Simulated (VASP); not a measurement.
# Cu (Fm-3m) in VASP: a series of runs

One crystal, Cu, is run at these levels: PBE, revPBE; tasks: single point, relaxation of cell and atoms.

All numbers are computed with VASP 6.6.1; they aren't measurements. Logs are shortened: lines on timing, memory, paths and dates and some standing lists are left out, and cuts for length are marked.

**1. The crystal as given**

Symmetry: Fm-3m, No. 225, cubic system. The conventional cell has a = 3.615 Å, b = 3.615 Å, c = 3.615 Å, α = 90.00°, β = 90.00°, γ = 90.00°. Cu (site symmetry m-3m) has 12 Cu at 2.56 Å as nearest neighbours.

**2. Single point, PBE**

INCAR

```
SYSTEM = Cu
PREC = Accurate ; ENCUT = 520
EDIFF = 1E-6 ; ISMEAR = 0
SIGMA = 0.011 ; LREAL = .FALSE.
LASPH = .TRUE. ; NELM = 60
ALGO = Normal ; ISIF = 2
LWAVE = .FALSE. ; LCHARG = .FALSE.
GGA = PE
```

KPOINTS

```
Automatic mesh
0
G
  13 13 13
  0 0 0
```

POSCAR

```
Cu
1.0
    0.0000000000      1.8075000000      1.8075000000
    1.8075000000      0.0000000000      1.8075000000
    1.8075000000      1.8075000000      0.0000000000
Cu
1
Direct
    0.0000000000      0.0000000000      0.0000000000
```

Potentials or basis: VASP PAW PBE potentials, release 64 (Cu).

Started as:

```
> cat potpaw_PBE.64/Cu/POTCAR > POTCAR
> mpirun -np 1 vasp_std > vasp.out
```

OUTCAR:

```text
SYSTEM = Cu
   PREC = Accurate
   ENCUT = 520
   EDIFF = 1E-6
   ISMEAR = 0
   LREAL = .FALSE.
   LASPH = .TRUE.
   NELM = 60
   ISIF = 2
   GGA = PE

 ion  position               nearest neighbor table
   1  0.000  0.000  0.000-

  LATTYP: Found a face centered cubic cell.
 ALAT       =     3.6150000000

  Lattice vectors:

 A1 = (   0.0000000000,   1.8075000000,   1.8075000000)
 A2 = (   1.8075000000,   0.0000000000,   1.8075000000)
 A3 = (   1.8075000000,   1.8075000000,   0.0000000000)

Analysis of symmetry for initial positions (statically):
=====================================================================
 Subroutine PRICEL returns:
 Original cell was already a primitive cell.

 Routine SETGRP: Setting up the symmetry group for a
 face centered cubic supercell.

 Subroutine GETGRP returns: Found 48 space group operations
 (whereof 48 operations were pure point group operations)
 out of a pool of 48 trial point group operations.

The static configuration has the point symmetry O_h .

Analysis of symmetry for dynamics (positions and initial velocities):
=====================================================================
 Subroutine PRICEL returns:
 Original cell was already a primitive cell.

 Routine SETGRP: Setting up the symmetry group for a
 face centered cubic supercell.

 Subroutine GETGRP returns: Found 48 space group operations
 (whereof 48 operations were pure point group operations)
 out of a pool of 48 trial point group operations.

The dynamic configuration has the point symmetry O_h .

 Subroutine INISYM returns: Found 48 space group operations
 (whereof 48 operations are pure point group operations),
 and found     1 'primitive' translations

----------------------------------------------------------------------------------------

                                     Primitive cell

  volume of cell :      11.8104

  direct lattice vectors                    reciprocal lattice vectors
     0.000000000  1.807500000  1.807500000    -0.276625173  0.276625173  0.276625173
     1.807500000  0.000000000  1.807500000     0.276625173 -0.276625173  0.276625173
     1.807500000  1.807500000  0.000000000     0.276625173  0.276625173 -0.276625173

  length of vectors
     2.556191014  2.556191014  2.556191014     0.479128854  0.479128854  0.479128854

  position of ions in fractional coordinates (direct lattice)
     0.000000000  0.000000000  0.000000000

  ion indices of the primitive-cell ions
   primitive index   ion index
                 1           1

----------------------------------------------------------------------------------------

 KPOINTS: Automatic mesh

Automatic generation of k-mesh.
 Grid dimensions read from file:
 generate k-points for:   13   13   13

 Generating k-lattice:

  Cartesian coordinates                     Fractional coordinates (reciprocal lattice)
    -0.021278859  0.021278859  0.021278859     0.076923077  0.000000000  0.000000000
     0.021278859 -0.021278859  0.021278859     0.000000000  0.076923077  0.000000000
     0.021278859  0.021278859 -0.021278859     0.000000000  0.000000000  0.076923077

  Length of vectors
     0.036856066  0.036856066  0.036856066

  Shift w.r.t. Gamma in fractional coordinates (k-lattice)
     0.000000000  0.000000000  0.000000000

 Subroutine IBZKPT returns following result:
 ===========================================

 Found     84 irreducible k-points:

 Following reciprocal coordinates:
            Coordinates               Weight
  0.000000  0.000000  0.000000      1.000000
  0.076923  0.000000  0.000000      8.000000
  0.153846  0.000000  0.000000      8.000000
  0.230769  0.000000  0.000000      8.000000
  0.307692  0.000000  0.000000      8.000000
  0.384615  0.000000  0.000000      8.000000
[... 16 lines left out ...]
  0.384615  0.153846  0.000000     24.000000
  0.461538  0.153846  0.000000     24.000000
 [... further k-points ...]
   k-points           NKPTS =     84   k-points in BZ     NKDIM =     84   number of bands    NBANDS=      9
   number of dos      NEDOS =    301   number of ions     NIONS =      1
   total plane-waves  NPLWV =   8000
   dimension x,y,z NGX =    20 NGY =   20 NGZ =   20
   dimension x,y,z NGXF=    40 NGYF=   40 NGZF=   40
   ions per type =               1
   NGX,Y,Z   is equivalent  to a cutoff of  13.01, 13.01, 13.01 a.u.
   NGXF,Y,Z  is equivalent  to a cutoff of  26.01, 26.01, 26.01 a.u.
 SYSTEM =  Cu
   PREC   = accura    normal or accurate (medium, high low for compatibility)
   ISTART =      0    job   : 0-new  1-cont  2-samecut
   ICHARG =      2    charge: 1-file 2-atom 10-const
   ISPIN  =      1    spin polarized calculation?
   LNONCOLLINEAR =      F non collinear calculations
   LSORBIT =      F    spin-orbit coupling
   LASPH  =      T    aspherical Exc in radial PAW
   ENCUT  =  520.0 eV  38.22 Ry    6.18 a.u.   4.75  4.75  4.75*2*pi/ulx,y,z
   NELM   =     60;   NELMIN=  2; NELMDL= -5     # of ELM steps
   EDIFF  = 0.1E-05   stopping-criterion for ELM
   LREAL  =      F    real-space projection
   EDIFFG = 0.1E-04   stopping-criterion for IOM
   NSW    =      0    number of steps for IOM
   IBRION =     -1    ionic relax: 0-MD 1-quasi-New 2-CG
   NFREE  =      0    steps in history (QN), initial steepest desc. (CG)
   ISIF   =      2    stress and relaxation
   ISYM   =      2    0-nonsym 1-usesym 2-fastsym
   POTIM  = 0.5000    time-step for ionic-motion
   TEBEG  =    0.0;   TEEND  =   0.0 temperature during run
   PSTRESS=    0.0 pullay stress
   NELECT =      11.0000    total number of electrons
   NUPDOWN=      -1.0000    fix difference up-down
   EMIN   =  10.00;   EMAX   =-10.00  energy-range for DOS
   EFERMI =   0.00;   METHOD = LEGACY
   ISMEAR =     0;   SIGMA  =   0.01  broadening in eV -4-tet -1-fermi 0-gaus
   EFERMI_NEDOS =   21; number of points for ismear=-14 and -15
   IALGO  =     38    algorithm
   IMIX   =      4    mixing-type and parameters
     AMIX     =   0.40;   BMIX     =  1.00
     AMIX_MAG =   1.60;   BMIX_MAG =  1.00
  volume/ion in A,a.u.               =      11.81        79.70
  Fermi-wavevector in a.u.,A,eV,Ry     =   1.598763  3.021224 34.777078  2.556043
  Thomas-Fermi vector in A             =   2.696162
   LORBIT       =      0    0 simple, 1 ext, 2 COOP (PROOUT), +10 PAW based schemes
   GGA     = PE    functional components
   LHFCALC =     F    Hartree Fock is set to
   AEXX    =    0.0000 exact exchange contribution
   IVDW    =     0    specifies the selected vdW correction
   LEPSILON=     F    determine dielectric tensor
   LRPA    =     F    only Hartree local field effects (RPA)
 non-spin polarized calculation
 Gauss-broadening in eV      SIGMA  =   0.01
  energy-cutoff  :      520.00
  volume of cell :       11.81
 maximum number of plane-waves:       331
   NGX =  9   NGY =  9   NGZ =  9

 number of electron      11.0000001 magnetization

 Free energy of the ion-electron system (eV)
  ---------------------------------------------------
  ext. energy  EPLUGINS =         0.00000000
  ---------------------------------------------------
  free energy    TOTEN  =        -3.72685468 eV

  energy without entropy =       -3.72683138  energy(sigma->0) =       -3.72684303

 E-fermi :   7.7909     XC(G=0): -12.7263

 val. band max:        7.7773902565   @ k =   0.4615   0.3077   0.0000
 cond. band min:       7.8068391474   @ k =  -0.3846   0.1538   0.0000
 fundamental gap:      0.0294488908
 Fermi energy:         7.7909085320

 k-point     1 :       0.0000    0.0000    0.0000
  band No.  band energies     occupation
      1      -1.7659      2.00000
      2       4.5520      2.00000
      3       4.5520      2.00000
      4       4.5520      2.00000
      5       5.3733      2.00000
      6       5.3733      2.00000
      7      30.1798      0.00000
      8      32.8235      0.00000
      9      32.8235      0.00000

 k-point     2 :       0.0769    0.0000    0.0000
  band No.  band energies     occupation
      1      -1.5507      2.00000
      2       4.5071      2.00000
      3       4.5918      2.00000
      4       4.5918      2.00000
      5       5.3581      2.00000
      6       5.3581      2.00000
      7      28.7440      0.00000
      8      31.1145      0.00000
      9      32.2074      0.00000

 k-point     3 :       0.1538    0.0000    0.0000
  band No.  band energies     occupation
      1      -0.9197      2.00000
      2       4.3976      2.00000
      3       4.6778      2.00000
      4       4.6778      2.00000
      5       5.3439      2.00000
      6       5.3439      2.00000
      7      24.8947      0.00000
      8      30.6753      0.00000
      9      31.2884      0.00000

 k-point     4 :       0.2308    0.0000    0.0000
  band No.  band energies     occupation
      1       0.0687      2.00000
      2       4.3037      2.00000
      3       4.7145      2.00000
      4       4.7145      2.00000
      5       5.4176      2.00000
      6       5.4176      2.00000
      7      20.9731      0.00000
      8      30.2064      0.00000
      9      30.5516      0.00000

 k-point     5 :       0.3077    0.0000    0.0000
  band No.  band energies     occupation
      1       1.2392      2.00000
      2       4.4099      2.00000
      3       4.6597      2.00000
      4       4.6597      2.00000
      5       5.6020      2.00000
      6       5.6020      2.00000
      7      17.3247      0.00000
      8      29.5891      0.00000
      9      30.0519      0.00000

 k-point     6 :       0.3846    0.0000    0.0000
  band No.  band energies     occupation
      1       2.1425      2.00000
      2       4.5783      2.00000
      3       4.5783      2.00000
      4       5.1045      2.00000
      5       5.8012      2.00000
      6       5.8012      2.00000
      7      14.1054      0.00000
      8      29.0333      0.00000
      9      29.7734      0.00000
[... 169 lines left out ...]
 k-point    21 :       0.2308    0.1538    0.0000
  band No.  band energies     occupation
      1       0.0837      2.00000
      2       4.0927      2.00000
      3       4.8293      2.00000
      4       4.9307      2.00000
      5       5.1530      2.00000
      6       5.5621      2.00000
      7      24.1122      0.00000
      8      26.6492      0.00000
      9      28.0436      0.00000

 k-point    22 :       0.3077    0.1538    0.0000
  band No.  band energies     occupation
      1       1.0998      2.00000
      2       3.9886      2.00000
      3       4.6559      2.00000
      4       4.9571      2.00000
      5       5.5237      2.00000
      6       5.7024      2.00000
      7      20.2971      0.00000
      8      25.8981      0.00000
      9      27.2125      0.00000

 k-point    23 :       0.3846    0.1538    0.0000
  band No.  band energies     occupation
      1       2.1471      2.00000
      2       4.0329      2.00000
      3       4.5012      2.00000
      4       4.9022      2.00000
      5       5.8655      2.00000
      6       6.1581      2.00000
      7      16.7600      0.00000
      8      25.5965      0.00000
      9      25.8407      0.00000

 k-point    24 :       0.4615    0.1538    0.0000
  band No.  band energies     occupation
      1       2.7606      2.00000
      2       4.1973      2.00000
      3       4.5635      2.00000
      4       4.8270      2.00000
      5       5.9578      2.00000
      6       7.2494      2.00000
      7      13.6616      0.00000
      8      24.4474      0.00000
      9      25.7801      0.00000

 [... further k-points ...]

------------------------ aborting loop because EDIFF is reached ----------------------------------------

  FORCE on cell =-STRESS in cart. coord.  units (eV):
  Direction    XX          YY          ZZ          XY          YZ          ZX
  --------------------------------------------------------------------------------------
  -------------------------------------------------------------------------------------
  Total        0.1614154      0.1614154      0.1614154     -0.0000000      0.0000000      0.0000000
  in kB       21.8973048     21.8973048     21.8973048     -0.0000000      0.0000000      0.0000000
  external PRESSURE =      21.8973048 kB  Pullay stress =       0.0000000 kB

 VOLUME and BASIS-vectors are now :
 -----------------------------------------------------------------------------
  energy-cutoff  :      520.00
  volume of cell :       11.81
      direct lattice vectors                 reciprocal lattice vectors
     0.000000000  1.807500000  1.807500000    -0.276625173  0.276625173  0.276625173
     1.807500000  0.000000000  1.807500000     0.276625173 -0.276625173  0.276625173
     1.807500000  1.807500000  0.000000000     0.276625173  0.276625173 -0.276625173

 POSITION                                       TOTAL-FORCE (eV/Angst)
 -----------------------------------------------------------------------------------
      0.00000      0.00000      0.00000        -0.000000      0.000000     -0.000000
 -----------------------------------------------------------------------------------
    total drift:                               -0.000000     -0.000000     -0.000000

  FREE ENERGIE OF THE ION-ELECTRON SYSTEM (eV)
  ---------------------------------------------------
  free  energy   TOTEN  =        -3.7268546794 eV

  energy  without entropy=       -3.7268313833  energy(sigma->0) =       -3.72684303
```

Wall time 5.3 s (1 thread of AMD EPYC 9R45 (Zen 5), shared host); peak memory 0.1 GiB.

Results:

| Quantity | Value |
| --- | --- |
| Free energy | -3.7269 eV |
| Pressure | 2.2 GPa |
| Band gap on the k mesh | none (metal or under the smearing width) |

Levels at points of the mesh, in eV from the Fermi level:
```
           k point  band 4  band 5  band 6  band 7  band 8  band 9
(0.00, 0.00, 0.00)   -3.24   -2.42   -2.42   22.39   25.03   25.03
```

(Part 1 of 2 ends here.)
